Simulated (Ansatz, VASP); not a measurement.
One calculation of BaS, two programs

```
Ba S
1.0
    -0.06388    3.16181    3.16181
     3.16181   -0.06388    3.16181
     3.16181    3.16181   -0.06388
Ba S
1 1
Direct
  0.00000 0.00000 0.00000
  0.50000 0.50000 0.50000
```

Change from the starting cell: equal xy, yz and zx shear strains of -2 %.

Alike in both runs: task single point; functional PBEsol; k mesh 8 × 8 × 8; occupations fermi-dirac, width 0.02 eV; no spin polarisation.

```csv
,VASP,Ansatz
version,VASP 6.6.1,Ansatz 0.2.0
potentials or method,"VASP PAW PBE potentials, release 64 (Ba_sv, S), cutoff 520 eV","all-electron LAPW, scalar-relativistic"
```

Ansatz gave:

* gap on the k mesh at the Fermi level (eV): 2.03
* pressure (GPa): -1.2
* largest component of the traceless stress (GPa): 0.36

Q: Which values does VASP return?

A: gap on the k mesh at the Fermi level (eV): 1.93; pressure (GPa): -0.5; largest component of the traceless stress (GPa): 0.35.

Ansatz ran all-electron here, so the differences hold the error of VASP's frozen core and of both bases.

Caveats: the PAW data sets were made with another functional, which shifts forces and pressure a little (VASP); spin-orbit coupling is left out, which moves the levels of the heavy elements. A k mesh can miss the band edges.
